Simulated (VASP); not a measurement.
Runs of VASP 6.6.1 on HfO2. The structure is cubic, space group Fm-3m (No. 225). Conventional cell: a = 5.115 Å, b = 5.115 Å, c = 5.115 Å, α = 90.00°, β = 90.00°, γ = 90.00°. Hf (site symmetry m-3m) has 8 O at 2.21 Å as nearest neighbours. Around O (site symmetry -43m) lie 4 Hf at 2.21 Å. Measurements of this composition are mostly on another form, of space group No. 14.

| task | level | potentials or basis | cell | k mesh | cutoff (eV) | smearing | ladder | grid for exact exchange (PRECFOCK) | gap on the mesh (eV) | pressure (GPa) | relaxed volume (Å³/atom) |
| --- | --- | --- | --- | --- | --- | --- | --- | --- | --- | --- | --- |
| band structure | PBE | VASP PAW PBE potentials, release 64 (Hf_pv, O) | as given | 10 × 10 × 10 | 520 | gaussian 0.02 eV | gaps | - | (a) | - | - |
| band structure | LDA | VASP PAW LDA potentials, release 64 (Hf_pv, O) | as given | 10 × 10 × 10 | 520 | gaussian 0.02 eV | gaps | - | 3.52 | - | - |
| band structure | HSE03 | VASP PAW PBE potentials, release 64 (Hf_pv, O) | as given | 6 × 6 × 6 | 520 | gaussian 0.02 eV | gaps | Fast | (c) | -13.0 | - |
| relaxation of cell and atoms | r2SCAN | VASP PAW PBE potentials, release 64 (Hf_pv, O) | relaxed | 8 × 8 × 8 | 600 | gaussian 0.02 eV | gaps | - | 4.36 | 0.0 | 10.62 |
| band structure | PBEsol | VASP PAW PBE potentials, release 64 (Hf_pv, O) | as given | 10 × 10 × 10 | 520 | gaussian 0.02 eV | free | - | 3.60 | - | - |
| relaxation of cell and atoms | PBE+D3(BJ) | VASP PAW PBE potentials, release 64 (Hf_pv, O) | relaxed | 8 × 8 × 8 | 600 | gaussian 0.02 eV | gaps | - | 3.84 | -0.1 | 10.71 |
| relaxation of cell and atoms | LDA | VASP PAW LDA potentials, release 64 (Hf_pv, O) | relaxed | 8 × 8 × 8 | 600 | gaussian 0.02 eV | gaps | - | (b) | 0.0 | 10.29 |

Alike in all rows: no spin polarisation.

Problem. Fill in the values left out.

Solution. (a) 3.73; (b) 3.74; (c) 5.00.

Caveats: spin-orbit coupling is left out, which moves the levels of the heavy elements; the PAW data sets were made with another functional, which shifts forces and pressure a little (some runs).

A k mesh can miss the band edges, and the runs leave out spin-orbit coupling on Hf.

Not every run made on this cell is shown here.
